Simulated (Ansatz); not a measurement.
# GaN: the cell at several levels of theory

The task here is to estimate one member of a computed series from the others.

Code: Ansatz 0.2.0. PAW datasets, plane waves, zero pressure. No spin polarisation. The prototype was imposed, so other structures may be more stable.

## Starting point

This is the cell as the run starts from it, not yet at rest; its lengths are not the crystal's.

The symmetry is P6_3mc (No. 186, hexagonal); conventional cell a = 2.971 Å, c = 9.703 Å, 9.27 Å³ an atom. Around Ga lie 4 N at 1.82 Å; around N lie 4 Ga at 1.82 Å.

Structure file:

```cif
data_structure
_symmetry_space_group_name_H-M 'P6_3mc'
_symmetry_Int_Tables_number 186
_cell_length_a 2.9709
_cell_length_b 2.9709
_cell_length_c 9.7030
_cell_angle_alpha 90.000
_cell_angle_beta 90.000
_cell_angle_gamma 120.000
_cell_volume 74.17
loop_
_atom_site_label
_atom_site_type_symbol
_atom_site_symmetry_multiplicity
_atom_site_Wyckoff_symbol
_atom_site_fract_x
_atom_site_fract_y
_atom_site_fract_z
_atom_site_occupancy
Ga1 Ga 2 a 0.00000 0.00000 0.00000 1
Ga2 Ga 2 b 0.33333 0.66667 0.25000 1
N1 N 2 a 0.00000 0.00000 0.18750 1
N2 N 2 b 0.33333 0.66667 0.43750 1
```

Set-up of the first run:

The input, input.yaml:

```yaml
crystal:
  lattice:
    - [2.9709044594, 0.0, 0.0]
    - [-1.4854522297, 2.572878734, 0.0]
    - [0.0, 0.0, 9.7029739643]
  atoms:
    - { symbol: Ga, position: [0.0, 0.0, 0.0] }
    - { symbol: Ga, position: [0.3333333333, 0.6666666667, 0.25] }
    - { symbol: Ga, position: [0.0, 0.0, 0.5] }
    - { symbol: Ga, position: [0.6666666667, 0.3333333333, 0.75] }
    - { symbol: "N", position: [0.0, 0.0, 0.1875] }
    - { symbol: "N", position: [0.3333333333, 0.6666666667, 0.4375] }
    - { symbol: "N", position: [0.0, 0.0, 0.6875] }
    - { symbol: "N", position: [0.6666666667, 0.3333333333, 0.9375] }
kpoints:
  mp_grid: { grid: [12, 12, 4] }
hamiltonian:
  xc: pbe
scf:
  occupations: { method: fermi_dirac, width: 0.02 }
relax:
  f_tol: 0.005
  cell: {}
output:
  write_density: true
  write_potential: true
  elf: true
  volumetric_format: npy
```

Run with:

```sh
$ ansatz run input.yaml --threads 8 --pin off --max-ram 12902MiB --backend cpu --events-out ev --progress --plain --runs-dir out
```

Among the steps run: Relaxation with PBE; Relaxation with r2SCAN; PBEsol: cell and atoms; LDA: cell and atoms.

One table of the session follows, with a row left open; its other results are not shown here.

| level | a (Å) | c (Å) | volume (Å³/atom) |
| --- | --- | --- | --- |
| PBE | ? | ? | ? |
| r2SCAN | 3.182 | 10.377 | 11.372 |
| PBEsol | 3.181 | 10.379 | 11.372 |
| LDA | 3.151 | 10.283 | 11.052 |

Estimate the missing values for PBE.

**Answer.** a (Å): 3.217; c (Å): 10.495; volume (Å³/atom): 11.759. In the column «a (Å)» it is the highest.

What this shows: The first relaxation changed the volume by +26.8 % from the start. LDA gives the smallest cell and PBE the largest; they differ by 6.4 % in volume, a mean of 2.1 % in length. The meshes differ: PBE 12×12×4, r2SCAN 12×12×2, PBEsol 12×12×2, LDA 12×12×2.
